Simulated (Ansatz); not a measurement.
# HgS: the cell at several levels of theory

One table from this session's results is given with a row withheld; the runs are named, their logs left out.

Code: Ansatz 0.2.0. PAW datasets, plane waves, zero pressure. The values are computed, spin-unpolarised, and not measurements.

### The system as given

This is the cell as the run starts from it, not yet at rest; its lengths are not the crystal's.

Space group F-43m (No. 216), cubic; conventional cell a = 5.353 Å, 19.17 Å³ an atom. Hg has 4 S at 2.32 Å; S has 4 Hg at 2.32 Å.

The structure in full:

```cif
data_structure
_symmetry_space_group_name_H-M 'F-43m'
_symmetry_Int_Tables_number 216
_cell_length_a 5.3527
_cell_length_b 5.3527
_cell_length_c 5.3527
_cell_angle_alpha 90.000
_cell_angle_beta 90.000
_cell_angle_gamma 90.000
_cell_volume 153.36
loop_
_atom_site_label
_atom_site_type_symbol
_atom_site_symmetry_multiplicity
_atom_site_Wyckoff_symbol
_atom_site_fract_x
_atom_site_fract_y
_atom_site_fract_z
_atom_site_occupancy
Hg1 Hg 4 a 0.00000 0.00000 0.00000 1
S1 S 4 d 0.25000 0.25000 0.75000 1
```

Set-up of the first run:

input.yaml

```yaml
crystal:
  lattice:
    - [0.0, 2.6763649079, 2.6763649079]
    - [2.6763649079, 0.0, 2.6763649079]
    - [2.6763649079, 2.6763649079, 0.0]
  atoms:
    - { symbol: Hg, position: [0.0, 0.0, 0.0] }
    - { symbol: S, position: [0.25, 0.25, 0.25] }
kpoints:
  mp_grid: { grid: [8, 8, 8] }
hamiltonian:
  xc: pbe
scf:
  occupations: { method: fermi_dirac, width: 0.02 }
relax:
  f_tol: 0.005
  cell: {}
```

On the command line:

```console
ansatz run input.yaml --threads 4 --pin off --max-ram 7372MiB --backend cpu --events-out ev --progress --plain --runs-dir out
```

Among the steps run: Relaxing with PBE; Relaxing with r2SCAN; Relaxation with PBEsol; Relaxing with LDA; Relaxing with HSE06.

One of the session's tables, all rows but one given; the rest of the session is left out.

```
 level  a (Å)  volume (Å³/atom)
   PBE      ?                 ?
r2SCAN  5.930            26.071
PBEsol  5.878            25.393
   LDA  5.813            24.556
 HSE06  5.928            26.036
```

**Question.** Estimate the row for PBE.

**Answer.** a (Å): 5.992; volume (Å³/atom): 26.887. In the column «a (Å)» it is the highest.

What this shows: The first relaxation changed the volume by +40.3 % from the start. The volume runs from LDA (least) to PBE (most), a spread of 9.5 %, or 3.1 % in length if all axes shared it alike. The meshes differ: PBE 8×8×8, r2SCAN 6×6×6, PBEsol 6×6×6, LDA 6×6×6, HSE06 4×4×4.
